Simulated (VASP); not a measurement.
Crystal: SiC.

```
CELL_PARAMETERS angstrom
2.36367 0.00000 0.00000
0.00000 2.36367 0.00000
0.00000 0.00000 2.36367
ATOMIC_POSITIONS crystal
Si 0.00000 0.00000 0.00000
C 0.50000 0.50000 0.50000
```

The cell was built by a generator and needn't be a form met in nature.

| Item | Value |
| --- | --- |
| Program | VASP 6.6.1 |
| Task | relaxation of cell and atoms |
| Functional | PBE |
| Potentials or basis | VASP PAW PBE potentials, release 64 (Si, C) |
| Cutoff | 600 eV |
| k mesh | 10 × 10 × 10 |
| Occupations | fermi-dirac, width 0.02 eV |
| Spin | no spin polarisation |

At the start: pressure 118.5 GPa; volume 6.60 Å³/atom.

Question: Where does the relaxation end?

Answer: Over 21 steps the energy falls by 715.9 meV/atom and the volume is 9.25 Å³/atom (+40.1 %); space group Pm-3m (No. 221, to 0.05 Å).

Step by step:
| step | energy change (eV) | largest force (eV/Å) | pressure (GPa) | volume (Å³) |
| --- | --- | --- | --- | --- |
| 1 | 0.0000 | 0.0000 | 118.47 | 13.21 |
| 2 | -0.7818 | 0.0000 | -24.91 | 24.91 |
| 3 | -1.4316 | 0.0000 | -0.83 | 18.60 |
| 4 | -1.4319 | 0.0000 | 0.16 | 18.48 |
| 5 | -1.4319 | 0.0000 | 0.15 | 18.48 |
| 6 | -1.4319 | 0.0000 | 0.15 | 18.48 |
| 7 | -1.4319 | 0.0000 | 0.15 | 18.48 |
| 8 | -1.4319 | 0.0000 | 0.15 | 18.48 |
| 9 | -1.4319 | 0.0000 | 0.15 | 18.48 |
| 10 | -1.4319 | 0.0000 | 0.15 | 18.48 |
| 11 | -1.4319 | 0.0000 | 0.15 | 18.48 |
| 12 | -1.4319 | 0.0000 | 0.15 | 18.48 |
| 13 | -1.4319 | 0.0000 | 0.15 | 18.48 |
| 14 | -1.4319 | 0.0000 | 0.15 | 18.48 |
| 15 | -1.4319 | 0.0000 | 0.15 | 18.48 |
| 16 | -1.4319 | 0.0000 | 0.15 | 18.48 |
| 17 | -1.4319 | 0.0000 | 0.14 | 18.49 |
| 18 | -1.4319 | 0.0000 | 0.14 | 18.49 |
| 19 | -1.4319 | 0.0000 | 0.13 | 18.49 |
| 20 | -1.4319 | 0.0000 | 0.10 | 18.49 |
| 21 | -1.4319 | 0.0000 | 0.05 | 18.50 |

Final structure:
```cif
data_structure
_symmetry_space_group_name_H-M 'P 1'
_symmetry_Int_Tables_number 1
_cell_length_a 2.6447
_cell_length_b 2.6447
_cell_length_c 2.6447
_cell_angle_alpha 90.000
_cell_angle_beta 90.000
_cell_angle_gamma 90.000
_cell_volume 18.50
loop_
_atom_site_label
_atom_site_type_symbol
_atom_site_fract_x
_atom_site_fract_y
_atom_site_fract_z
_atom_site_occupancy
Si1 Si 0.00000 0.00000 0.00000 1
C1 C 0.50000 0.50000 0.50000 1
```

Caveat: the volume moved by over 15 % at a fixed basis, so the end points are rough.
